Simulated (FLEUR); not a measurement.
Runs of FLEUR MaX-R8.1 (later development tree) on GaP. The structure is cubic, space group F-43m (No. 216). Conventional cell: a = 5.451 Å, b = 5.451 Å, c = 5.451 Å, α = 90.00°, β = 90.00°, γ = 90.00°. Around Ga (site symmetry -43m) lie 4 P at 2.36 Å. P (site symmetry -43m) is surrounded by 4 Ga at 2.36 Å. 

```csv
task,level,gmax,muffin-tin radii,max iterations,mixing factor,mixer,kmax,gap on the mesh (eV),V0 of scaled cells (Å³/atom),B0 (GPa)
equation of state,PBE,16.2 1/bohr,"Ga 2.13, P 1.88 bohr",-,-,-,5.21 1/bohr,-,20.86,(a)
equation of state,Wu-Cohen GGA,16.2 1/bohr,"Ga 2.13, P 1.88 bohr",-,-,-,5.21 1/bohr,-,20.11,85
single point,PBE,16.2 1/bohr,"Ga 2.13, P 1.88 bohr",60,0.05,Anderson,5.21 1/bohr,1.65,-,-
band structure,Wu-Cohen GGA,15.7 1/bohr,"Ga 2.19, P 1.94 bohr",60,0.05,Anderson,5.05 1/bohr,(b),-,-
```

Alike in all rows: potentials or basis all-electron, FLAPW; no spin polarisation; cell as given; k mesh 8 × 8 × 8; smearing fermi-dirac 0.05 eV.

Question: Estimate the missing entries.

Answer: (a) 77; (b) 1.51.

A k mesh can miss the band edges, and the runs leave out spin-orbit coupling on Ga.
